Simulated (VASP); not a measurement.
# TePb (Fm-3m) in VASP: a series of runs

Aim: see how the results for TePb move with the level of theory and the settings. Levels: MS2, RPBE, RPBE+D3, RPBE+D3(BJ), RPBE+D4. Tasks: relaxation of cell and atoms.

All numbers are computed with VASP 6.6.1; they aren't measurements. Logs are shortened: lines on timing, memory, paths and dates and some standing lists are left out, and cuts for length are marked.

## Step 1: The structure

Symmetry: Fm-3m, No. 225, cubic system. The conventional cell has a = 6.462 Å, b = 6.462 Å, c = 6.462 Å, α = 90.00°, β = 90.00°, γ = 90.00°. Around Pb (site symmetry m-3m) lie 6 Te at 3.23 Å. Te (site symmetry m-3m) is surrounded by 6 Pb at 3.23 Å.

## Step 2: Relaxation of cell and atoms, MS2

INCAR

```
SYSTEM = TePb
PREC     = Accurate       ! precision mode
ENCUT    = 600            ! plane-wave cutoff, eV
EDIFF    = 1E-7           ! SCF threshold, eV
ISMEAR   = -1             ! smearing method
SIGMA    = 0.05           ! smearing width, eV
LREAL    = .False.        ! projectors in reciprocal space
LASPH    = .True.         ! aspherical terms in the spheres
NELM     = 60             ! most SCF steps
ALGO     = Normal         ! electronic algorithm
ISIF     = 3              ! what is computed and relaxed
LWAVE    = .False.        ! write WAVECAR
LCHARG   = .False.        ! write CHGCAR
METAGGA  = MS2            ! meta-GGA
LMIXTAU  = .True.       
IBRION   = 2              ! ionic algorithm
NSW      = 60             ! ionic steps
EDIFFG   = -0.005         ! ionic threshold
```

KPOINTS

```
regular mesh
0
Gamma
  7 7 7
  0 0 0
```

POSCAR

```
TePb
1.0
    0.0000000000      3.2310000000      3.2310000000
    3.2310000000      0.0000000000      3.2310000000
    3.2310000000      3.2310000000      0.0000000000
Pb Te
1 1
Direct
    0.0000000000      0.0000000000      0.0000000000
    0.5000000000      0.5000000000      0.5000000000
```

Potentials or basis: VASP PAW PBE potentials, release 64 (Pb_d, Te).

On the command line:

```
$ cat potpaw_PBE.64/Pb_d/POTCAR potpaw_PBE.64/Te/POTCAR > POTCAR
$ mpirun -np 1 vasp_std > vasp.out
```

OUTCAR:

```text
SYSTEM = TePb
   PREC = Accurate
   ENCUT = 600
   EDIFF = 1E-7
   ISMEAR = -1
   LREAL = .False.
   LASPH = .True.
   NELM = 60
   ISIF = 3
   METAGGA = MS2
   IBRION = 2
   NSW = 60
   EDIFFG = -0.005

 ion  position               nearest neighbor table
   1  0.000  0.000  0.000-   2 3.23   2 3.23   2 3.23   2 3.23   2 3.23   2 3.23
   2  0.500  0.500  0.500-   1 3.23   1 3.23   1 3.23   1 3.23   1 3.23   1 3.23

  LATTYP: Found a face centered cubic cell.
 ALAT       =     6.4620000000

  Lattice vectors:

 A1 = (   0.0000000000,   3.2310000000,   3.2310000000)
 A2 = (   3.2310000000,   0.0000000000,   3.2310000000)
 A3 = (   3.2310000000,   3.2310000000,   0.0000000000)

Analysis of symmetry for initial positions (statically):
=====================================================================
 Subroutine PRICEL returns:
 Original cell was already a primitive cell.

 Routine SETGRP: Setting up the symmetry group for a
 face centered cubic supercell.

 Subroutine GETGRP returns: Found 48 space group operations
 (whereof 48 operations were pure point group operations)
 out of a pool of 48 trial point group operations.

The static configuration has the point symmetry O_h .

Analysis of symmetry for dynamics (positions and initial velocities):
=====================================================================
 Subroutine PRICEL returns:
 Original cell was already a primitive cell.

 Routine SETGRP: Setting up the symmetry group for a
 face centered cubic supercell.

 Subroutine GETGRP returns: Found 48 space group operations
 (whereof 48 operations were pure point group operations)
 out of a pool of 48 trial point group operations.

The dynamic configuration has the point symmetry O_h .

 Subroutine INISYM returns: Found 48 space group operations
 (whereof 48 operations are pure point group operations),
 and found     1 'primitive' translations

----------------------------------------------------------------------------------------

                                     Primitive cell

  volume of cell :      67.4592

  direct lattice vectors                    reciprocal lattice vectors
     0.000000000  3.231000000  3.231000000    -0.154750851  0.154750851  0.154750851
     3.231000000  0.000000000  3.231000000     0.154750851 -0.154750851  0.154750851
     3.231000000  3.231000000  0.000000000     0.154750851  0.154750851 -0.154750851

  length of vectors
     4.569324020  4.569324020  4.569324020     0.268036337  0.268036337  0.268036337

  position of ions in fractional coordinates (direct lattice)
     0.000000000  0.000000000  0.000000000
     0.500000000  0.500000000  0.500000000

  ion indices of the primitive-cell ions
   primitive index   ion index
                 1           1
                 2           2

----------------------------------------------------------------------------------------

 KPOINTS: regular mesh

Automatic generation of k-mesh.
 Grid dimensions read from file:
 generate k-points for:    7    7    7

 Generating k-lattice:

  Cartesian coordinates                     Fractional coordinates (reciprocal lattice)
    -0.022107264  0.022107264  0.022107264     0.142857143  0.000000000  0.000000000
     0.022107264 -0.022107264  0.022107264     0.000000000  0.142857143  0.000000000
     0.022107264  0.022107264 -0.022107264     0.000000000  0.000000000  0.142857143

  Length of vectors
     0.038290905  0.038290905  0.038290905

  Shift w.r.t. Gamma in fractional coordinates (k-lattice)
     0.000000000  0.000000000  0.000000000

 Subroutine IBZKPT returns following result:
 ===========================================

 Found     20 irreducible k-points:

 Following reciprocal coordinates:
            Coordinates               Weight
  0.000000  0.000000  0.000000      1.000000
  0.142857  0.000000  0.000000      8.000000
  0.285714  0.000000  0.000000      8.000000
  0.428571  0.000000  0.000000      8.000000
  0.142857  0.142857  0.000000      6.000000
  0.285714  0.142857  0.000000     24.000000
[... 12 lines left out ...]
[... 42 lines left out ...]
  ---------------------------------------------------
  ext. energy  EPLUGINS =         0.00000000
  ---------------------------------------------------
  free energy    TOTEN  =        16.61680737 eV

  energy without entropy =       16.61680959  energy(sigma->0) =       16.61680848

------------------------ aborting loop because EDIFF is reached ----------------------------------------

  FORCE on cell =-STRESS in cart. coord.  units (eV):
  Direction    XX          YY          ZZ          XY          YZ          ZX
  --------------------------------------------------------------------------------------
  -------------------------------------------------------------------------------------
  Total       -0.0778159     -0.0778159     -0.0778159     -0.0000000     -0.0000000      0.0000000
  in kB       -1.8481537     -1.8481537     -1.8481537     -0.0000000     -0.0000000      0.0000000
  external PRESSURE =      -1.8481537 kB  Pullay stress =       0.0000000 kB

 VOLUME and BASIS-vectors are now :
 -----------------------------------------------------------------------------
  energy-cutoff  :      600.00
  volume of cell :       67.46
      direct lattice vectors                 reciprocal lattice vectors
     0.000000000  3.231000000  3.231000000    -0.154750851  0.154750851  0.154750851
     3.231000000  0.000000000  3.231000000     0.154750851 -0.154750851  0.154750851
     3.231000000  3.231000000  0.000000000     0.154750851  0.154750851 -0.154750851
[... 37 lines left out ...]
 POSITION                                       TOTAL-FORCE (eV/Angst)
 -----------------------------------------------------------------------------------
     -0.00000      3.22494      3.22494        -0.000000      0.000000      0.000000
      3.22494      3.22494      3.22494         0.000000     -0.000000     -0.000000
 -----------------------------------------------------------------------------------
    total drift:                               -0.000000     -0.000000     -0.000000

  FREE ENERGIE OF THE ION-ELECTRON SYSTEM (eV)
  ---------------------------------------------------
  free  energy   TOTEN  =        16.6166639178 eV

  energy  without entropy=       16.6166663415  energy(sigma->0) =       16.61666513

--------------------------------------- Ionic step        3  -------------------------------------------

 number of electron      19.9999998 magnetization

 Free energy of the ion-electron system (eV)
  ---------------------------------------------------
  ext. energy  EPLUGINS =         0.00000000
  ---------------------------------------------------
  free energy    TOTEN  =        16.61664624 eV

  energy without entropy =       16.61664861  energy(sigma->0) =       16.61664743

 E-fermi :   5.9972     XC(G=0):  -9.6883

 val. band max:        5.4885033291   @ k =   0.4286   0.0000   0.0000
 cond. band min:       6.4980412440   @ k =   0.4286   0.0000   0.0000
 fundamental gap:      1.0095379149
 Fermi energy:         5.9971941386

 k-point     1 :       0.0000    0.0000    0.0000
  band No.  band energies     occupation
      1     -11.2970      2.00000
      2     -11.2970      2.00000
      3     -11.2691      2.00000
      4     -11.2691      2.00000
      5     -11.2690      2.00000
      6      -6.5654      2.00000
      7       0.1477      2.00000
      8       4.1487      2.00000
      9       4.1487      2.00000
     10       4.1487      2.00000
     11       9.6834      0.00000
     12       9.6834      0.00000
     13       9.6834      0.00000
     14      11.3324      0.00000

 k-point     2 :       0.1429    0.0000    0.0000
  band No.  band energies     occupation
      1     -11.2993      2.00000
      2     -11.2993      2.00000
      3     -11.2686      2.00000
      4     -11.2663      2.00000
      5     -11.2663      2.00000
      6      -6.3861      2.00000
      7      -0.4620      2.00000
      8       4.1999      2.00000
      9       4.1999      2.00000
     10       4.4948      2.00000
[... 330 lines left out ...]
 POSITION                                       TOTAL-FORCE (eV/Angst)
 -----------------------------------------------------------------------------------
      0.00000      0.00000      0.00000         0.000000     -0.000000     -0.000000
      3.22644      3.22644      3.22644        -0.000000      0.000000      0.000000
 -----------------------------------------------------------------------------------
    total drift:                                0.000000     -0.000000     -0.000000

  FREE ENERGIE OF THE ION-ELECTRON SYSTEM (eV)
  ---------------------------------------------------
  free  energy   TOTEN  =        16.6166462422 eV

  energy  without entropy=       16.6166486142  energy(sigma->0) =       16.61664743

 reached required accuracy - stopping structural energy minimisation
```

Wall time 3.1 min (1 thread of Intel Xeon 6975P-C (Granite Rapids), shared host); peak memory 0.26 GiB.

What came out:

```
Free energy                            : 16.6166 eV
Relaxed volume                         : 33.59 Å³/atom
Relaxed cell                           : a = 4.563 Å, b = 4.563 Å, c = 4.563 Å, α = 60.00°, β = 60.00°, γ = 60.00°
Space group after relaxing (to 0.05 Å) : Fm-3m (No. 225)
Energy gained by relaxing              : 0.1 meV/atom
Ionic steps                            : 3
Pressure after relaxing                : 0.0 GPa
```

Step by step:
```tsv
step	energy change (eV)	largest force (eV/Å)	pressure (GPa)	volume (Å³)
1	0.0000	0.0000	-0.18	67.46
2	-0.0001	0.0000	0.05	67.08
3	-0.0002	0.0000	0.00	67.17
```

Final structure:
```yaml
crystal:
  lattice:
    - [0.00000, 3.22644, 3.22644]
    - [3.22644, 0.00000, 3.22644]
    - [3.22644, 3.22644, 0.00000]
  atoms:
    - { symbol: Pb, position: [0.00000, 0.00000, 0.00000] }
    - { symbol: Te, position: [0.50000, 0.50000, 0.50000] }
```

Levels at points of the mesh, in eV from the Fermi level:
```tsv
k point	band 6	band 7	band 8	band 9	band 10	band 11	band 12	band 13	band 14
(0.00, 0.00, 0.00)	-12.56	-5.85	-1.85	-1.85	-1.85	3.69	3.69	3.69	5.34
```

Caveat: this odd mesh misses L, where the gap lies, so gap, dielectric constants and Born charges aren't listed; the PAW data sets were made with another functional, which shifts forces and pressure a little. The run has no spin-orbit coupling, so splittings on Pb, Te are missing.

## Step 3: Relaxation of cell and atoms, RPBE

INCAR

```
SYSTEM = TePb
PREC = Accurate
ENCUT = 600
EDIFF = 1E-7
ISMEAR = -1
SIGMA = 0.05
LREAL = .FALSE.
LASPH = .TRUE.
NELM = 80
ALGO = Normal
ISIF = 3
LWAVE = .FALSE.
LCHARG = .FALSE.
GGA = RP
IBRION = 2
NSW = 60
EDIFFG = -0.005
```

KPOINTS

```
regular mesh
0
G
  7 7 7
  0 0 0
```

POSCAR is that of step 2.

Potentials or basis: VASP PAW PBE potentials, release 64 (Pb_d, Te).

On the command line:

```
$ cat potpaw_PBE.64/Pb_d/POTCAR potpaw_PBE.64/Te/POTCAR > POTCAR
$ mpirun -np 1 vasp_std > vasp.out
```

It took 52 s on 1 thread of Intel Xeon Platinum 8488C (Sapphire Rapids), shared host; peak memory 0.24 GiB.

It converged, with:

```yaml
Free_energy: -6.8423 eV
Relaxed_volume: 36.79 Å³/atom
Relaxed_cell: a = 4.703 Å, b = 4.703 Å, c = 4.703 Å, α = 60.00°, β = 60.00°, γ = 60.00°
Space_group_after_relaxing_to_0.05_Å: Fm-3m (No. 225)
Energy_gained_by_relaxing: 32.0 meV/atom
Ionic_steps: 3
Pressure_after_relaxing: 0.0 GPa
```

Step by step:
| step | energy change (eV) | largest force (eV/Å) | pressure (GPa) | volume (Å³) |
| --- | --- | --- | --- | --- |
| 1 | 0.0000 | 0.0000 | 3.62 | 67.46 |
| 2 | -0.0605 | 0.0000 | -0.68 | 75.18 |
| 3 | -0.0639 | 0.0000 | 0.02 | 73.57 |

Final structure:
```cif
data_structure
_symmetry_space_group_name_H-M 'P 1'
_symmetry_Int_Tables_number 1
_cell_length_a 4.7034
_cell_length_b 4.7034
_cell_length_c 4.7034
_cell_angle_alpha 60.000
_cell_angle_beta 60.000
_cell_angle_gamma 60.000
_cell_volume 73.57
loop_
_atom_site_label
_atom_site_type_symbol
_atom_site_fract_x
_atom_site_fract_y
_atom_site_fract_z
_atom_site_occupancy
Pb1 Pb 0.00000 0.00000 0.00000 1
Te1 Te 0.50000 0.50000 0.50000 1
```

Levels at points of the mesh, in eV from the Fermi level:
```csv
k point,band 6,band 7,band 8,band 9,band 10,band 11,band 12,band 13,band 14
"(0.00, 0.00, 0.00)",-11.84,-6.30,-1.56,-1.56,-1.56,3.48,3.48,3.48,5.49
```

Caveat: this odd mesh misses L, where the gap lies, so gap, dielectric constants and Born charges aren't listed; the PAW data sets were made with another functional, which shifts forces and pressure a little. RPBE and its kin give volumes clearly too large for solids.

## Step 4: Relaxation of cell and atoms, RPBE+D3

INCAR, as its differences from that of step 3:

```diff
@@ -14,2 +14,3 @@
 GGA = RP
+IVDW = 11
 IBRION = 2
```

KPOINTS is that of step 3.

POSCAR is that of step 3.

On the command line:

```
$ cat potpaw_PBE.64/Pb_d/POTCAR potpaw_PBE.64/Te/POTCAR > POTCAR
$ mpirun -np 1 vasp_std > vasp.out
```

It took 52 s on 1 thread of Intel Xeon Platinum 8488C (Sapphire Rapids), shared host; peak memory 0.25 GiB.

The run converged. Its results:

* Free energy: -7.6497 eV
* Relaxed volume: 35.95 Å³/atom
* Relaxed cell: a = 4.667 Å, b = 4.667 Å, c = 4.667 Å, α = 60.00°, β = 60.00°, γ = 60.00°
* Space group after relaxing (to 0.05 Å): Fm-3m (No. 225)
* Energy gained by relaxing: 11.3 meV/atom
* Ionic steps: 3
* Pressure after relaxing: 0.0 GPa
* Dispersion energy per atom: -0.406 eV

Step by step:
| step | energy change (eV) | largest force (eV/Å) | pressure (GPa) | volume (Å³) |
| --- | --- | --- | --- | --- |
| 1 | 0.0000 | 0.0000 | 2.05 | 67.46 |
| 2 | -0.0226 | 0.0000 | 0.02 | 71.77 |
| 3 | -0.0226 | 0.0000 | 0.02 | 71.90 |

Final structure:
```yaml
crystal:
  lattice:
    - [0.00000, 3.30037, 3.30037]
    - [3.30037, 0.00000, 3.30037]
    - [3.30037, 3.30037, 0.00000]
  atoms:
    - { symbol: Pb, position: [0.00000, 0.00000, 0.00000] }
    - { symbol: Te, position: [0.50000, 0.50000, 0.50000] }
```

Levels at points of the mesh, in eV from the Fermi level:
```tsv
k point	band 7	band 8	band 9	band 10	band 11	band 12	band 13	band 14
(0.00, 0.00, 0.00)	-6.22	-1.62	-1.62	-1.62	3.54	3.54	3.54	5.46
```

Caveat: this odd mesh misses L, where the gap lies, so gap, dielectric constants and Born charges aren't listed; the PAW data sets were made with another functional, which shifts forces and pressure a little.

## Step 5: Relaxation of cell and atoms, RPBE+D3(BJ)

INCAR, as its differences from that of step 4:

```diff
@@ -14,3 +14,3 @@
 GGA = RP
-IVDW = 11
+IVDW = 12
 IBRION = 2
```

KPOINTS is that of step 4.

POSCAR is that of step 4.

On the command line:

```
$ cat potpaw_PBE.64/Pb_d/POTCAR potpaw_PBE.64/Te/POTCAR > POTCAR
$ mpirun -np 1 vasp_std > vasp.out
```

It took 1.7 min on 1 thread of Intel Xeon Platinum 8488C (Sapphire Rapids), shared host; peak memory 0.26 GiB.

It converged, with:

- Free energy: -11.1418 eV
- Relaxed volume: 26.96 Å³/atom
- Relaxed cell: a = 4.241 Å, b = 4.241 Å, c = 4.241 Å, α = 60.00°, β = 60.00°, γ = 60.00°
- Space group after relaxing (to 0.05 Å): Fm-3m (No. 225)
- Energy gained by relaxing: 272.8 meV/atom
- Ionic steps: 6
- Pressure after relaxing: 0.0 GPa
- Dispersion energy per atom: -2.643 eV

The path:
```csv
step,energy change (eV),largest force (eV/Å),pressure (GPa),volume (Å³)
1,0.0000,0.0000,-10.45,67.46
2,-0.3629,0.0000,11.30,48.18
3,-0.5455,0.0000,-0.12,54.02
4,-0.5454,0.0000,0.23,53.77
5,-0.5454,0.0000,-0.18,54.06
6,-0.5455,0.0000,0.01,53.93
```

Final structure:
```cif
data_structure
_symmetry_space_group_name_H-M 'P 1'
_symmetry_Int_Tables_number 1
_cell_length_a 4.2407
_cell_length_b 4.2407
_cell_length_c 4.2407
_cell_angle_alpha 60.000
_cell_angle_beta 60.000
_cell_angle_gamma 60.000
_cell_volume 53.93
loop_
_atom_site_label
_atom_site_type_symbol
_atom_site_fract_x
_atom_site_fract_y
_atom_site_fract_z
_atom_site_occupancy
Pb1 Pb 0.00000 0.00000 0.00000 1
Te1 Te 0.50000 0.50000 0.50000 1
```

Levels at points of the mesh, in eV from the Fermi level:
```
           k point  band 7  band 8  band 9  band 10  band 11  band 12  band 13  band 14
(0.00, 0.00, 0.00)   -5.11   -2.56   -2.56    -2.56     4.03     4.03     4.03     4.95
```

Caveat: this odd mesh misses L, where the gap lies, so gap, dielectric constants and Born charges aren't listed; the volume moved by over 15 % at a fixed basis, so the end points are rough; the PAW data sets were made with another functional, which shifts forces and pressure a little. The run has no spin-orbit coupling, so splittings on Pb, Te are missing.

## Step 6: Relaxation of cell and atoms, RPBE+D4

INCAR, as its differences from that of step 5:

```diff
@@ -14,3 +14,3 @@
 GGA = RP
-IVDW = 12
+IVDW = 13
 IBRION = 2
```

KPOINTS is that of step 5.

POSCAR is that of step 5.

Potentials or basis: VASP PAW PBE potentials, release 64 (Pb_d, Te).

On the command line:

```
$ cat potpaw_PBE.64/Pb_d/POTCAR potpaw_PBE.64/Te/POTCAR > POTCAR
$ mpirun -np 1 vasp_std > vasp.out
```

It took 36 s on 1 thread of Intel Xeon Platinum 8488C (Sapphire Rapids), shared host; peak memory 0.24 GiB.

The run converged. Its results:

```yaml
Free_energy: -8.3139 eV
Relaxed_volume: 33.69 Å³/atom
Relaxed_cell: a = 4.568 Å, b = 4.568 Å, c = 4.568 Å, α = 60.00°, β = 60.00°, γ = 60.00°
Space_group_after_relaxing_to_0.05_Å: Fm-3m (No. 225)
Energy_gained_by_relaxing: 0.0 meV/atom
Ionic_steps: 2
Pressure_after_relaxing: 0.0 GPa
Dispersion_energy_per_atom: -0.769 eV
```

Final structure:
```yaml
crystal:
  lattice:
    - [0.00000, 3.22980, 3.22980]
    - [3.22980, 0.00000, 3.22980]
    - [3.22980, 3.22980, 0.00000]
  atoms:
    - { symbol: Pb, position: [0.00000, 0.00000, 0.00000] }
    - { symbol: Te, position: [0.50000, 0.50000, 0.50000] }
```

Levels at points of the mesh, in eV from the Fermi level:
```
           k point  band 6  band 7  band 8  band 9  band 10  band 11  band 12  band 13  band 14
(0.00, 0.00, 0.00)  -12.45   -6.00   -1.80   -1.80    -1.80     3.68     3.68     3.68     5.37
```

Caveat: this odd mesh misses L, where the gap lies, so gap, dielectric constants and Born charges aren't listed; the PAW data sets were made with another functional, which shifts forces and pressure a little. The run has no spin-orbit coupling, so splittings on Pb, Te are missing.

## Step 7: The reference run

An earlier run on the cell as given: functional PBEsol; potentials or basis VASP PAW PBE potentials, release 64 (Pb_d, Te); cutoff 520 eV; k mesh 7 × 7 × 7; occupations fermi-dirac, width 0.05 eV; no spin polarisation.

* Pressure: -0.4 GPa

## Step 8: Overview

| task | level | cell | cutoff (eV) | ladder | pressure (GPa) | relaxed volume (Å³/atom) |
| --- | --- | --- | --- | --- | --- | --- |
| relaxation of cell and atoms | MS2 | relaxed | 600 | - | 0.0 | 33.59 |
| relaxation of cell and atoms | RPBE | relaxed | 600 | - | 0.0 | 36.79 |
| relaxation of cell and atoms | RPBE+D3 | relaxed | 600 | - | 0.0 | 35.95 |
| relaxation of cell and atoms | RPBE+D3(BJ) | relaxed | 600 | - | 0.0 | 26.96 |
| relaxation of cell and atoms | RPBE+D4 | relaxed | 600 | - | 0.0 | 33.69 |
| single point | PBEsol | as given | 520 | free | -0.4 | - |

Alike in all rows: potentials or basis VASP PAW PBE potentials, release 64 (Pb_d, Te); no spin polarisation; k mesh 7 × 7 × 7; smearing fermi-dirac 0.05 eV.

Caveats: the PAW data sets were made with another functional, which shifts forces and pressure a little; the volume moved by over 15 % at a fixed basis, so the end points are rough (some runs).

Total energies depend on the potentials used, so only differences within one code and one set of settings carry meaning.
